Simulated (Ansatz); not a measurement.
**TiO2 (P2_1/c): how G0W0 depends on its starting point**

How much of the starting functional survives in the G0W0 gap of TiO2 (P2_1/c)?

Method: G0W0 on several functionals, plane waves, PAW, in Ansatz 0.2.0.

In doubt: masses and optical values from hybrid runs of this build are listed as unsure (step 4), which bears on the screening that GW takes from such a start.

## (1) Set-up

It takes space group P2_1/c (No. 14, monoclinic). Conventional cell: a = 4.813 Å, b = 4.872 Å, c = 5.041 Å, α = 90.00°, β = 99.86°, γ = 90.00°. Nearest to Ti lie 7 O at 1.88 to 2.20 Å. Nearest to O lie 4 Ti at 2.00 to 2.20 Å. O has 3 Ti at 1.88 to 2.03 Å nearest. Farther neighbours and most contacts between anions are not listed.

The cell and positions are those that the Materials Project relaxed with its own functionals (PBE, PBE+U or r2SCAN), kept fixed. This is not the form that TiO2 usually takes at ambient conditions.

## (2) G0W0 on LDA

Now the one-shot GW correction: screening in the RPA, then the self-energy of the levels asked for. This step takes PAW set soft_1 files.

This step: G0W0 on LDA, plane waves, PAW; PAW set soft_1.

Input file input.yaml:

```yaml
crystal:
  lattice:
    - [4.8126997814, 0.0, 0.0]
    - [0.0, 4.87188446, 0.0]
    - [-0.8628854487, 0.0, 4.9665942755]
  atoms:
    - { symbol: Ti, position: [0.27743526, 0.44719164, 0.71314827] }
    - { symbol: Ti, position: [0.72256474, 0.94719164, 0.78685173] }
    - { symbol: Ti, position: [0.72256474, 0.55280836, 0.28685173] }
    - { symbol: Ti, position: [0.27743526, 0.05280836, 0.21314827] }
    - { symbol: O, position: [0.44536099, 0.74236826, 0.96677186] }
    - { symbol: O, position: [0.55463901, 0.24236826, 0.53322814] }
    - { symbol: O, position: [0.55463901, 0.25763174, 0.03322814] }
    - { symbol: O, position: [0.44536099, 0.75763174, 0.46677186] }
    - { symbol: O, position: [0.06383822, 0.32303448, 0.35155674] }
    - { symbol: O, position: [0.93616178, 0.82303448, 0.14844326] }
    - { symbol: O, position: [0.93616178, 0.67696552, 0.64844326] }
    - { symbol: O, position: [0.06383822, 0.17696552, 0.85155674] }
kpoints:
  mp_grid: { grid: [2, 2, 2] }
hamiltonian:
  xc: lda
  pseudopotentials: { kind: paw, azcp: { folder: soft_1 }, xc_functional: pbe }
scf:
  occupations: { method: fixed }
gw:
  n_empty_bands: 264
  ecut_chi: 100
  qp_bands: [v4, c4]
  qp_kpoints: band_edges
  screening: { model: contour_deformation }
```

On the command line:

```bash
> ansatz run input.yaml --threads 2 --pin off --max-ram 92160MiB --backend cuda --events-out ev --progress --plain --runs-dir out --devices 1 --max-vram 13GiB
```

Numbers of over 12 decimals in the logs are rounded to 6 here.

What it wrote:

```text
GPUs: using 1 of 1 available (devices: 1).
Engine: ansatz 0.2.0, x86_64-unknown-linux-gnu
Pseudopotentials: kind: paw
Pseudopotential: Ti, paw, valence charge 12, recommended cutoff 420 eV (normal), soft_1/Ti.paw.azcp
Pseudopotential: O, paw, valence charge 6, recommended cutoff 420 eV (normal), soft_1/O.paw.azcp
Functional definition: SPW92
  exchange = slater_x
  correlation = pw_c
device memory: the entry about to start is reckoned to put 1.7 GiB on a device that reports 43.7 GiB free (of which the cap on the GPU budget leaves the run 13.0 GiB)
GPU FFT provider: cuFFT
GPU libraries: cuBLAS 13.8.2, cuFFT 12.4.0, cuSOLVER 12.3.4
Crystal: 12 atoms, lattice volume = 116.451 Å³
Basis set: ecut = 420 eV, 2283 PW (Γ)
Bands: 60, of which v1, the nominal top of the filled ones, is band 48 counted from 1 (47 counted from 0)
Symmetry: 4 space group operations
Space group: P21/c (ITA 14), of the structure as read, at distance tolerance 4.9e-5 Å
k-points: 8
Non-local potential: Ti, projectors of the file, l = 0: 3, l = 1: 2, l = 2: 3, l = 3: 1
Non-local potential: O, projectors of the file, l = 0: 2, l = 1: 2, l = 2: 1
PAW form: soft (Blöchl's): semilocal exchange-correlation on the pseudo side does not see the compensation charge
PAW frozen core: Ti, regenerated for the run's functional, and the local potential with it (the file was generated under x = pbe(κ = 0.804, μ = 0.219515), c = pbe(β = 0.066725))
PAW frozen core: O, regenerated for the run's functional, and the local potential with it (the file was generated under x = pbe(κ = 0.804, μ = 0.219515), c = pbe(β = 0.066725))
PAW one-centre angular grid: Ti, 590 points (default); XC on 64 Gauss nodes
PAW one-centre angular grid: O, 110 points (default); XC on 64 Gauss nodes
Initial density: superposition of atomic densities (chi_scale 0.1, normalization cell, long waves kept (reshape's long-wave potential 0.02 eV rms))
Initial wavefunctions: pseudopotential atomic-orbital guess
GPU buffer pool allocated for 46656 grid points (all kernels)
GPU transforms: local potential and band sums: pruned to the plane-wave sphere, on 36×36×36
Functional: x = slater, c = lda
SCF iter   1: F=—  HF=-14261.187107 eV  |F-HF|=—  |Δ(HF+E_count)|=         —  Δρ=5.13e-2  dr2=2.76e0  ethr=3.10e-3  ⟨swp⟩=3.5  Hψ=1400  notcnv=0  defer=46
preconditioner: auto → Resta (q_TF=auto, 2.642 Å⁻¹)  ε∞=8.8  [insulator: Δε(μ)=2.172 eV  Ē_g=9.838 eV  n_scr=30 (ndim 8)  ℏωp=27.5 eV  f_vac=0.000  ε∞_Penn≈8.8]
SCF iter   2: F=—  HF=-14261.006188 eV  |F-HF|=—  |Δ(HF+E_count)|=   1.81e-1  Δρ=3.10e-2  dr2=9.69e-1  ethr=2.87e-3  ⟨swp⟩=2.0  Hψ=581  notcnv=0  defer=67
SCF iter   3: F=—  HF=-14260.935726 eV  |F-HF|=—  |Δ(HF+E_count)|=   7.05e-2  Δρ=2.56e-2  dr2=7.94e-1  ethr=1.01e-3  ⟨swp⟩=2.0  Hψ=660  notcnv=0  defer=68
SCF iter   4: F=—  HF=-14260.787078 eV  |F-HF|=—  |Δ(HF+E_count)|=   1.49e-1  Δρ=4.84e-3  dr2=2.86e-2  ethr=8.27e-4  ⟨swp⟩=2.1  Hψ=697  notcnv=0  defer=60
SCF iter   5: F=—  HF=-14260.788637 eV  |F-HF|=—  |Δ(HF+E_count)|=   1.56e-3  Δρ=1.76e-3  dr2=3.84e-3  ethr=2.98e-5  ⟨swp⟩=2.9  Hψ=689  notcnv=0  defer=80
SCF iter   6: F=—  HF=-14260.788718 eV  |F-HF|=—  |Δ(HF+E_count)|=   8.15e-5  Δρ=9.65e-4  dr2=1.03e-3  ethr=4.00e-6  ⟨swp⟩=2.0  Hψ=704  notcnv=0  defer=80
SCF iter   7: F=—  HF=-14260.788568 eV  |F-HF|=—  |Δ(HF+E_count)|=   1.50e-4  Δρ=3.06e-4  dr2=9.09e-5  ethr=1.07e-6  ⟨swp⟩=2.0  Hψ=635  notcnv=0  defer=49
SCF iter   8: F=—  HF=-14260.788567 eV  |F-HF|=—  |Δ(HF+E_count)|=   6.49e-7  Δρ=4.52e-5  dr2=2.71e-6  ethr=9.47e-8  ⟨swp⟩=2.0  Hψ=672  notcnv=0  defer=45
SCF iter   9: F=—  HF=-14260.788567 eV  |F-HF|=—  |Δ(HF+E_count)|=   9.01e-8  Δρ=1.41e-5  dr2=2.29e-7  ethr=2.82e-9  ⟨swp⟩=2.8  Hψ=796  notcnv=0  defer=45
SCF iter  10: F=-14260.788567 eV  HF=-14260.788567 eV  |F-HF|=1.90e-9  |Δ(HF+E_count)|=   2.54e-8  Δρ=3.14e-6  dr2=1.26e-8  ethr=1.04e-10  ⟨swp⟩=9.4  Hψ=1493  notcnv=0
SCF 1 converged in 10 iterations: F = -14260.788567 eV  dr2 = 1.26e-8
  greatest PAW one-centre occupation: 0.998 electrons in one spin orbital (limit 2), on the Ti atom at site 3 (counted from 0), in its partial waves of l = 0
device memory: the entry about to start is reckoned to put 2.1 GiB on a device that reports 49.4 GiB free (of which the cap on the GPU budget leaves the run 13.0 GiB)
NSCF: frozen V_eff on 8 k-points
the band table was solved once the SCF had ended and its energy, with any forces and stress, was formed, with the checks that follow a solve (1733 applications of the Hamiltonian). They found nothing against the state; the energy, forces and stress were not computed again (output.eigenvalues in the input reference)
device memory: the entry about to start is reckoned to put 2.9 GiB on a device that reports 49.9 GiB free (of which the cap on the GPU budget leaves the run 13.0 GiB)
NSCF: frozen V_eff on 8 k-points
G₀W₀ screening: q 1/8
[... further progress lines ...]
device memory: the entry about to start is reckoned to put 0.7 GiB on a device that reports 43.6 GiB free (of which the cap on the GPU budget leaves the run 13.0 GiB)
NSCF: frozen V_eff on 1 k-points
device memory: the entry about to start is reckoned to put 0.7 GiB on a device that reports 43.6 GiB free (of which the cap on the GPU budget leaves the run 13.0 GiB)
NSCF: frozen V_eff on 1 k-points
SCF converged after 10 iterations
Free energy (F): -14260.788567 eV
Harris-Foulkes:  -14260.788567 eV  (|F-HF|=1.90e-9)
Internal energy: -14260.788567 eV  (E = F + TS)
E sigma→0 (E₀):  -14260.788567 eV
Fermi energy:    9.802757 eV
--- Per-component energies (eV) ---
  E_band       = -691.286674
  E_kinetic    = 2455.142338
  E_local      = -5931.139224  (includes V_loc(G=0)·N_el)
  E_nonlocal   = 679.233249
  E_hartree    = 2225.418936
  E_xc         = -1027.131036
  E_vxc        = -1308.779891  (∫ρ·V_xc dr)
  E_paw        = -5177.872729  (= ΣΔE_a)
  E_vpaw       = -1036.585313  (= ΣTr[D̂ρ^β])
  E_aug_tail   = 0.006058  (compensation charges beyond the density's cutoff)
  E_ewald      = -7486.525333
  E_core_change = 2.079174  (= ΣΔE_core)
  E_smearing   = -0.000000  (= −TS)
  E_closure    = 0.000000  (closes the sum)
  Σ components = -14260.788567   (vs F -14260.788567, Δ=0.00e0)
--- Band table (eV; the first three rows and the last of 8) ---
  k-point 0: bands = [... 44 lower, 9.1349, 9.2435, 9.7987, 9.8028, 12.1628, 12.2652, 12.6416, 12.7515, ... 8 higher]
  k-point 1: bands = [... 44 lower, 8.7151, 8.7151, 9.3900, 9.3900, 12.3760, 12.3760, 12.5926, 12.5926, ... 8 higher]
  k-point 2: bands = [... 44 lower, 8.8575, 8.8575, 9.4315, 9.4315, 12.5581, 12.5581, 12.9204, 12.9204, ... 8 higher]
  k-point 7: bands = [... 44 lower, 8.6091, 8.6091, 8.8761, 8.8761, 12.2740, 12.2740, 12.6294, 12.6294, ... 8 higher]
--- G₀W₀: contour deformation, 6 samples at zero and on the imaginary axis and 1 off it, 8 q-points, 264 empty bands' worth ---
  eigenvalues of the whole cell's RPA ε∞ on this k-mesh (on a slab, of 1 + 4πα/V) = 7.1877, 8.2334, 8.2644; static W/v taken at q = 0 is 0.126614
  gw.qp_kpoints: band_edges: 8 of 8 stored k-points solved, in 1 pass; an edge of the gap read off the rows below is read off those points alone
    ik  band        ε_KS         Σx   Σc(E_QP)       V_xc       Z   E_QP_lin       E_QP  E_QP is
     0    45      9.1349   -25.6124     4.4176   -21.3142  0.7201     9.2541     9.2544  root
     0    46      9.2435   -25.7520     4.2910   -21.6246  0.7217     9.4066     9.4071  root
     0    47      9.7987   -25.8478     4.7327   -21.2059  0.7130     9.8894     9.8896  root
     0    48      9.8028   -26.4827     4.6927   -21.9103  0.7253     9.9228     9.9231  root
     0    49     12.1628   -13.1165    -7.4754   -22.2213  0.7170    13.8678    13.7922  root
     0    50     12.2652   -13.3606    -6.8579   -21.7786  0.7219    13.8899    13.8254  root
     0    51     12.6416   -13.3192    -7.7941   -22.7333  0.7044    14.3475    14.2615  root
     0    52     12.7515   -13.7742    -7.6035   -22.9758  0.7021    14.4347    14.3496  root
     1    45      8.7151   -25.2637     4.6399   -20.7095  0.7104     8.8008     8.8010  root
     1    46      8.7151   -25.2637     4.6399   -20.7095  0.7104     8.8008     8.8010  root
     1    47      9.3900   -25.9045     4.6679   -21.3254  0.7193     9.4786     9.4788  root
     1    48      9.3900   -25.9045     4.6679   -21.3254  0.7193     9.4786     9.4788  root
     1    49     12.3760   -13.4793    -7.4853   -22.5762  0.7106    14.0667    13.9876  root
     1    50     12.3760   -13.4793    -7.4853   -22.5762  0.7106    14.0667    13.9876  root
     1    51     12.5926   -14.1962    -6.7313   -22.4709  0.7137    14.2034    14.1361  root
     1    52     12.5926   -14.1962    -6.7313   -22.4709  0.7137    14.2034    14.1361  root
     2    45      8.8575   -25.4033     4.4184   -21.1186  0.7121     8.9908     8.9912  root
     2    46      8.8575   -25.4033     4.4184   -21.1186  0.7121     8.9908     8.9912  root
     2    47      9.4315   -26.2607     4.7011   -21.6661  0.7208     9.5378     9.5380  root
     2    48      9.4315   -26.2607     4.7011   -21.6661  0.7208     9.5378     9.5380  root
     2    49     12.5581   -13.4740    -7.3375   -22.3835  0.7098    14.2050    14.1301  root
     2    50     12.5581   -13.4740    -7.3375   -22.3835  0.7098    14.2050    14.1301  root
     2    51     12.9204   -13.9997    -7.4276   -23.0271  0.7052    14.6032    14.5201  root
     2    52     12.9204   -13.9997    -7.4276   -23.0271  0.7052    14.6032    14.5201  root
[...]
7    45      8.6091   -25.5117     4.6027   -20.9771  0.7175     8.6772     8.6773  root
     7    46      8.6091   -25.5117     4.6027   -20.9771  0.7175     8.6772     8.6773  root
     7    47      8.8761   -25.6588     4.6578   -21.0762  0.7163     8.9512     8.9514  root
     7    48      8.8761   -25.6588     4.6578   -21.0762  0.7163     8.9512     8.9514  root
     7    49     12.2740   -13.5400    -6.7936   -21.8673  0.7194    13.8709    13.8077  root
     7    50     12.2740   -13.5400    -6.7936   -21.8673  0.7194    13.8709    13.8077  root
     7    51     12.6294   -13.7190    -7.3164   -22.6343  0.7104    14.3058    14.2282  root
     7    52     12.6294   -13.7190    -7.3164   -22.6343  0.7104    14.3058    14.2282  root
```

The job ended after 9.8 s (1 × NVIDIA H100 80GB HBM3 (shared by 6 runs) with 2 threads of AMD EPYC 7R13 (Zen 3), shared host; peak memory 1.2 GiB).

Numbers from this step:

```yaml
bands_summed: 312
rpa_eps_infinity_on_this_mesh_eigenvalues: 7.188, 8.233, 8.264
plane_waves_in_the_screening_matrix: 261
q_points_in_the_mesh: 8
g0w0_gap_on_the_mesh: 3.637 eV
k_of_the_valence_top: 0, 0, 0
k_of_the_conduction_bottom: -0.5, 0, 0
starting_gap_on_the_mesh: 2.206 eV
z_at_the_valence_top: 0.7253
z_at_the_conduction_bottom: 0.7237
least_direct_g0w0_gap_on_the_computed_points: 3.738 eV
```

The gap on the mesh goes from 2.21 eV to 3.64 eV, a correction of +1.43 eV. Between the two edge states, bare exchange in place of the xc potential would open the gap by 13.00 eV, and correlation takes back 11.57 eV.

## (3) G0W0 on r2SCAN

One-shot GW remembers its start. Another functional's orbitals and levels show by how much.

This step: G0W0 on r2SCAN, plane waves, PAW; PAW set soft_1.

Changes to input.yaml since step 2:

```diff
@@ -21,4 +21,4 @@
 hamiltonian:
-  xc: lda
-  pseudopotentials: { kind: paw, azcp: { folder: soft_1 }, xc_functional: pbe }
+  xc: r2scan
+  pseudopotentials: { kind: paw, azcp: { folder: soft_1 } }
 scf:
```

What it wrote:

```text
GPUs: using 1 of 1 available (devices: 1).
[...]
GPU FFT provider: cuFFT
GPU libraries: cuBLAS 13.8.2, cuFFT 12.4.0, cuSOLVER 12.3.4
Crystal: 12 atoms, lattice volume = 116.451 Å³
Basis set: ecut = 500 eV, 2955 PW (Γ), exchange–correlation on 144×144×160 points (64 copies of the dense FFT grid, shifted against one another)
Bands: 60, of which v1, the nominal top of the filled ones, is band 48 counted from 1 (47 counted from 0)
Symmetry: 4 space group operations
[...]
k-points: 8
[...]
GPU buffer pool allocated for 51840 grid points (all kernels)
[...]
SCF iter   1: F=—  HF=-14584.287197 eV  |F-HF|=—  |Δ(HF+E_count)|=         —  Δρ=7.92e-2  dr2=7.36e0  dr2_τ=1.35e0  ethr=3.10e-3  ⟨swp⟩=3.5  Hψ=1423  notcnv=0  defer=45
[...]
SCF iter  10: F=-14584.805168 eV  HF=-14584.805168 eV  |F-HF|=4.47e-10  |Δ(HF+E_count)|=   9.79e-9  Δρ=1.73e-6  dr2=4.04e-9  dr2_τ=1.57e-10  ethr=1.04e-10  ⟨swp⟩=9.1  Hψ=1503  notcnv=0
SCF 1 converged in 10 iterations: F = -14584.805168 eV  dr2 = 4.04e-9
[...]
NSCF: frozen V_eff on 8 k-points
[...]
G₀W₀ screening: q 1/8
[... further progress lines ...]
[...]
SCF converged after 10 iterations
Free energy (F): -14584.805168 eV
[...]
Internal energy: -14584.805168 eV  (E = F + TS)
E sigma→0 (E₀):  -14584.805168 eV
Fermi energy:    9.849344 eV
[...]
--- Band table (eV; the first three rows and the last of 8) ---
  k-point 0: bands = [... 44 lower, 9.1871, 9.2864, 9.8452, 9.8493, 12.6642, 12.7438, 13.1283, 13.2305, ... 8 higher]
  k-point 1: bands = [... 44 lower, 8.7704, 8.7704, 9.4302, 9.4302, 12.8645, 12.8645, 13.0403, 13.0403, ... 8 higher]
  k-point 2: bands = [... 44 lower, 8.9059, 8.9059, 9.4661, 9.4661, 13.0501, 13.0501, 13.3731, 13.3731, ... 8 higher]
  k-point 7: bands = [... 44 lower, 8.6496, 8.6496, 8.9250, 8.9250, 12.7590, 12.7590, 13.1016, 13.1016, ... 8 higher]
[...]
0    45      9.1871   -25.8073     4.4620   -21.5520  0.7323     9.3931     9.3938  root
     0    46      9.2864   -25.9328     4.3283   -21.8609  0.7341     9.5418     9.5428  root
     0    47      9.8452   -26.6271     4.6730   -22.2179  0.7379    10.1080    10.1091  root
     0    48      9.8493   -26.0801     4.7717   -21.5416  0.7261    10.0817    10.0826  root
     0    49     12.6642   -13.0069    -7.2554   -21.4824  0.7253    13.9167    13.8842  root
     0    50     12.7438   -13.2691    -6.7130   -21.1717  0.7299    13.9628    13.9335  root
     0    51     13.1283   -13.2142    -7.5430   -21.9906  0.7135    14.3992    14.3617  root
     0    52     13.2305   -13.6380    -7.3438   -22.2139  0.7122    14.5005    14.4627  root
[...]
7    49     12.7590   -13.3469    -6.6969   -21.2261  0.7278    13.9707    13.9413  root
     7    50     12.7590   -13.3469    -6.6969   -21.2261  0.7278    13.9707    13.9413  root
     7    51     13.1016   -13.5764    -7.1261   -21.9404  0.7195    14.3749    14.3395  root
     7    52     13.1016   -13.5764    -7.1261   -21.9404  0.7195    14.3749    14.3395  root
```

Wall time 11 s (1 × NVIDIA H100 80GB HBM3 (shared by 6 runs) with 2 threads); peak memory 1.4 GiB; 17 s of CPU time.

Numbers from this step:

```yaml
bands_summed: 312
rpa_eps_infinity_on_this_mesh_eigenvalues: 6.266, 6.991, 7.004
plane_waves_in_the_screening_matrix: 261
q_points_in_the_mesh: 8
g0w0_gap_on_the_mesh: 3.570 eV
k_of_the_valence_top: 0, 0, 0
k_of_the_conduction_bottom: -0.5, 0, 0
starting_gap_on_the_mesh: 2.660 eV
z_at_the_valence_top: 0.7379
z_at_the_conduction_bottom: 0.7317
least_direct_g0w0_gap_on_the_computed_points: 3.661 eV
```

Against the run with 2×2×2 mesh, 264 empty bands, screening to 100 eV, PAW set soft_1 files on LDA, the gap moves by −0.07 eV, while the start moved by +0.45 eV.

## (4) G0W0 on HSE06

This step: G0W0 on HSE06, plane waves, PAW; PAW set soft_1.

Changes to input.yaml since step 3:

```diff
@@ -21,3 +21,3 @@
 hamiltonian:
-  xc: r2scan
+  xc: hse06
   pseudopotentials: { kind: paw, azcp: { folder: soft_1 } }
```

What it wrote:

```text
exact exchange: scf.exx.singularity resolves to wigner_seitz, which cuts the screened interaction at the faces of the exchange supercell's Wigner-Seitz cell, so that each pair interacts once, at the shortest of its separations (the periodic images that this leaves out come, for a point-like exchange hole, to about 0.009 eV on a filled level). The cut falls within the interaction's reach, and what an exchange supercel [...]
GPUs: using 1 of 1 available (devices: 1).
[...]
0    51     13.8034   -12.7943    -6.9955   -20.5040  0.7488    14.5256    14.5176  root
     0    52     13.8682   -13.3177    -6.5833   -20.6473  0.7516    14.6230    14.6146  root
[...]
7    49     13.3336   -12.7803    -6.2697   -19.7665  0.7624    14.0571    14.0501  root
     7    50     13.3336   -12.7803    -6.2697   -19.7665  0.7624    14.0571    14.0501  root
     7    51     13.7192   -13.1004    -6.5909   -20.4423  0.7555    14.4785    14.4702  root
     7    52     13.7192   -13.1004    -6.5909   -20.4423  0.7555    14.4785    14.4702  root
[key lines of the parts left out:]
Free energy (F): -14551.111341 eV
Fermi energy:    9.240491 eV
```

Run time: 30 s. Hardware: 1 × NVIDIA H100 80GB HBM3 (shared by 6 runs) with 2 threads; peak memory 1.5 GiB.

This step gave:

* bands summed: 312
* RPA ε∞ on this mesh (eigenvalues): 5.092, 5.513, 5.513
* plane waves in the screening matrix: 261
* G0W0 gap on the mesh: 3.934 eV
* k of the valence top: 0, 0, 0
* k of the conduction bottom: -0.5, 0, 0
* starting gap on the mesh: 3.809 eV
* least direct G0W0 gap on the computed points: 4.022 eV

Against the run with 2×2×2 mesh, 264 empty bands, screening to 100 eV, PAW set soft_1 files on r2SCAN, the gap moves by +0.36 eV, while the start moved by +1.15 eV.

(Part 1 of 2 ends here.)

[Paths, hosts, dates, memory and timing lines, banners, echoed tables and standing remarks are left out of the program output.]

[Logs are printed without paths, hosts, clocks, repeated set-up lines and the standing remarks that a program may print on its own settings, such as how far it seeks lower states.]

[Runs of the session that timed out or met a known fault of the program may be left out.]

[Cells called generated may have been cut or substituted from an entry of the Crystallography Open Database or the Materials Project.]

[Hosts, paths, dates, database ids (printed as entryN), source tags and the programs' standing remarks are cut or masked in the printed files.]
